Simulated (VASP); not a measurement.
# Mg2Ge: direct gap against volume per atom

Plane-wave PAW density functional theory at fixed atoms, no spin polarisation, Gamma-centred mesh; band v is the last by electron count, c the next, levels count from the top of v, gaps are read over the k mesh and the listed points, a negative gap is an overlap (a metal). The results are calculated, by VASP 6.6.1.

Cell of the first row (space group Fm-3m, No. 225):
```
cell vectors (Å)
   0.0000     3.0558     3.0558
   3.0558     0.0000     3.0558
   3.0558     3.0558     0.0000
atoms (fractions of the cell vectors)
Ge  0.00000  0.00000  0.00000
Mg  0.25000  0.25000  0.25000
Mg  0.75000  0.75000  0.75000
```

Settings of every row: functional PBE; spin orbit no; screening parameter 0 Å⁻¹; occupations Fermi-Dirac; smearing width 0.02 eV; wave cutoff 520 eV; datasets recommended PBE set; valence electrons 18; k mesh a 8; k mesh b 8; k mesh c 8.

Point:
```
   name  a (reciprocal cell vector)  b (reciprocal cell vector)  c (reciprocal cell vector)
  Gamma                           0                           0                           0
      X                         0.5                           0                         0.5
      K                       0.375                       0.375                        0.75
      L                         0.5                         0.5                         0.5
      W                         0.5                        0.25                        0.75
PBE-CBM                           0                         0.5                         0.5
```

Limits: semilocal functionals tend to give too small a gap; the cell comes from a prototype or a list of computed structures and needn't be the stable phase.

```
row  volume per atom (Å³)  direct gap (eV)  band gap (eV)
  1                19.023            1.809          0.015
  2                19.623            1.621          0.049
  3                20.237            1.438           0.08
  4                20.862            1.261           0.11
  5                21.501            1.088          0.138
  6                22.153            0.921          0.165
  7                22.817            0.758           0.19
  8                23.495                ?              ?
  9                24.186            0.449          0.235
```

Question: what direct gap should row 8 give?

Worked fit of direct gap. Take t = volume per atom − 21, in Å³. The shown rows have t = -1.977, -1.377, -0.763, -0.138, 0.501, 1.153, 1.817, 3.186. Least squares give direct gap = 1.2235 − 0.27526 × t + 0.010184 × t² eV; a straight line predicts inner rows, each left out in turn, worse (root mean square 0.022 against 0.0013 eV). The rows lie off it by 0.002, -0.001, -0.001, -0.001, 0.000, 0.001, 0.001, -0.001. The withheld row has t = 2.495, so the fit gives 1.2235 − 0.27526 × (2.495) + 0.010184 × (2.495)² = 0.600 eV.

The calculation gave 0.601 eV. The fit lies 0.001 eV (0.074 % of the column's range) below it, one unit of the last digit.

The other values of row 8: band gap 0.213 eV.
